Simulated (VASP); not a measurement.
# Cd (P6_3/mmc) in VASP: further runs, part 2 of 2

VASP 6.6.1. The steps go on from the part before.

### Step 3. Electric field gradients, LDA

Input file INCAR:

```
  PREC = Accurate
  ENCUT = 520
  EDIFF = 1E-7
  ISMEAR = -1
  SIGMA = 0.05
  LREAL = F
  LASPH = T
  NELM = 60
  ALGO = Fast
  ISIF = 2
  LWAVE = F
  LCHARG = F
  LEFG = T
```

Input file KPOINTS:

```
Automatic mesh
0
Gamma
  13 13 6
```

Input file POSCAR:

```
Cd
1.0
    2.9788700000      0.0000000000      0.0000000000
   -1.4894350000      2.5797770946      0.0000000000
    0.0000000000      0.0000000000      5.6176500000
Cd
2
Direct
    0.3333333333      0.6666666667      0.2500000000
    0.6666666667      0.3333333333      0.7500000000
```

Potentials or basis: VASP PAW LDA potentials, release 64 (Cd).

Run with:

```bash
$ cat potpaw_LDA.64/Cd/POTCAR > POTCAR
$ mpirun -np 1 vasp_std > vasp.out
```

OUTCAR:

```text
PREC = Accurate
   ENCUT = 520
   EDIFF = 1E-7
   ISMEAR = -1
   LREAL = F
   LASPH = T
   NELM = 60
   ISIF = 2

 ion  position               nearest neighbor table
   1  0.333  0.667  0.250-   2 3.29   2 3.29   2 3.29   2 3.29   2 3.29   2 3.29
   2  0.667  0.333  0.750-   1 3.29   1 3.29   1 3.29   1 3.29   1 3.29   1 3.29

  LATTYP: Found a hexagonal cell.
 ALAT       =     2.9788700000
 C/A-ratio  =     1.8858325472

  Lattice vectors:

 A1 = (   2.9788700000,   0.0000000000,   0.0000000000)
 A2 = (  -1.4894350000,   2.5797770946,   0.0000000000)
 A3 = (   0.0000000000,   0.0000000000,   5.6176500000)

Analysis of symmetry for initial positions (statically):
=====================================================================
 Subroutine PRICEL returns:
 Original cell was already a primitive cell.

 Routine SETGRP: Setting up the symmetry group for a
 hexagonal supercell.
[... 648 lines left out ...]
  energy-cutoff  :      520.00
  volume of cell :       43.17
      direct lattice vectors                 reciprocal lattice vectors
     2.978870000  0.000000000  0.000000000     0.335697765  0.193815195  0.000000000
    -1.489435000  2.579777095  0.000000000     0.000000000  0.387630389  0.000000000
     0.000000000  0.000000000  5.617650000     0.000000000  0.000000000  0.178010378

 POSITION                                       TOTAL-FORCE (eV/Angst)
 -----------------------------------------------------------------------------------
     -0.00000      1.71985      1.40441         0.000000      0.000000      0.000000
      1.48944      0.85993      4.21324        -0.000000     -0.000000     -0.000000
 -----------------------------------------------------------------------------------
    total drift:                               -0.000000      0.000000      0.000000

  FREE ENERGIE OF THE ION-ELECTRON SYSTEM (eV)
  ---------------------------------------------------
  free  energy   TOTEN  =        -3.0169935069 eV

  energy  without entropy=       -3.0127515910  energy(sigma->0) =       -3.01487255

 Electric field gradients (V/A^2)
---------------------------------------------------------------------
 ion       V_xx      V_yy      V_zz      V_xy      V_xz      V_yz
---------------------------------------------------------------------
   1     -40.466   -40.465    80.931     0.001     0.000    -0.000
   2     -40.466   -40.465    80.931     0.001    -0.000     0.000
---------------------------------------------------------------------

 Electric field gradients after diagonalization (V/A^2)
 (convention: |V_zz| > |V_xx| > |V_yy|)
----------------------------------------------------------------------
 ion       V_xx      V_yy      V_zz     asymmetry (V_yy - V_xx)/ V_zz
----------------------------------------------------------------------
   1     -40.467   -40.464    80.931       0.000
   2     -40.467   -40.464    80.931       0.000
----------------------------------------------------------------------

           NMR quadrupolar parameters

 Cq : quadrupolar parameter    Cq=e*Q*V_zz/h
 eta: asymmetry parameters     (V_yy - V_xx)/ V_zz
 Q  : nuclear electric quadrupole moment in mb (millibarn)
----------------------------------------------------------------------
 ion       Cq(MHz)       eta       Q (mb)
----------------------------------------------------------------------
   1       0.196       0.000       1.000
   2       0.196       0.000       1.000
----------------------------------------------------------------------
```

It took 29 s on 1 thread of Intel Xeon Platinum 8375C at 2.90GHz (Ice Lake), shared host; peak memory 0.17 GiB.

What came out:

```
Free energy            : -3.0170 eV
Pressure               : -4.0 GPa
Band gap on the k mesh : none (metal or under the smearing width)
```

Electric field gradients, principal values (V/Å²):
| atom | Vxx | Vyy | Vzz |
| --- | --- | --- | --- |
| 1 Cd | -40.464 | -40.467 | 80.931 |
| 2 Cd | -40.464 | -40.467 | 80.931 |

### Step 4. Electric field gradients, PBEsol

INCAR, as its differences from that of step 3:

```diff
@@ -1,3 +1,3 @@
   PREC = Accurate
-  ENCUT = 520
+  ENCUT = 200
   EDIFF = 1E-7
@@ -12,2 +12,3 @@
   LCHARG = F
+  GGA = PS
   LEFG = T
```

KPOINTS is that of step 3.

POSCAR is that of step 3.

Potentials or basis: VASP PAW PBE potentials, release 64 (Cd).

Run with:

```bash
$ cat potpaw_PBE.64/Cd/POTCAR > POTCAR
$ mpirun -np 1 vasp_std > vasp.out
```

OUTCAR:

```text
PREC = Accurate
   ENCUT = 200
   EDIFF = 1E-7
   ISMEAR = -1
   LREAL = F
   LASPH = T
   NELM = 60
   ISIF = 2
   GGA = PS

 ion  position               nearest neighbor table
   1  0.333  0.667  0.250-   2 3.29   2 3.29   2 3.29   2 3.29   2 3.29   2 3.29
   2  0.667  0.333  0.750-   1 3.29   1 3.29   1 3.29   1 3.29   1 3.29   1 3.29

  LATTYP: Found a hexagonal cell.
 ALAT       =     2.9788700000
 C/A-ratio  =     1.8858325472

  Lattice vectors:

[... 672 lines left out ...]

  FREE ENERGIE OF THE ION-ELECTRON SYSTEM (eV)
  ---------------------------------------------------
  free  energy   TOTEN  =        -1.0817173201 eV

  energy  without entropy=       -1.0774080215  energy(sigma->0) =       -1.07956267

 Electric field gradients (V/A^2)
---------------------------------------------------------------------
 ion       V_xx      V_yy      V_zz      V_xy      V_xz      V_yz
---------------------------------------------------------------------
   1     -39.407   -39.393    78.800     0.012     0.000    -0.000
   2     -39.407   -39.393    78.800     0.012    -0.000     0.000
---------------------------------------------------------------------

 Electric field gradients after diagonalization (V/A^2)
 (convention: |V_zz| > |V_xx| > |V_yy|)
----------------------------------------------------------------------
 ion       V_xx      V_yy      V_zz     asymmetry (V_yy - V_xx)/ V_zz
----------------------------------------------------------------------
   1     -39.414   -39.387    78.800       0.000
   2     -39.414   -39.387    78.800       0.000
----------------------------------------------------------------------

           NMR quadrupolar parameters

 Cq : quadrupolar parameter    Cq=e*Q*V_zz/h
 eta: asymmetry parameters     (V_yy - V_xx)/ V_zz
 Q  : nuclear electric quadrupole moment in mb (millibarn)
----------------------------------------------------------------------
 ion       Cq(MHz)       eta       Q (mb)
----------------------------------------------------------------------
   1       0.191       0.000       1.000
   2       0.191       0.000       1.000
----------------------------------------------------------------------
```

Run time: 11 s. Hardware: 1 thread of Intel Xeon Platinum 8375C at 2.90GHz (Ice Lake), shared host; peak memory 0.12 GiB.

The run converged, but a check on its numbers failed (symmetry, net force, bounds or a known fault of this set-up), so they aren't taken as properties of the crystal.

Caveat: the cutoff lies under the usual one of these potentials, so the numbers hold a large basis-set error; a pressure of tens of GPa on the cell as given is suspect, and the run, the potentials or the cell itself is likely at fault; the PAW data sets were made with another functional, which shifts forces and pressure a little.
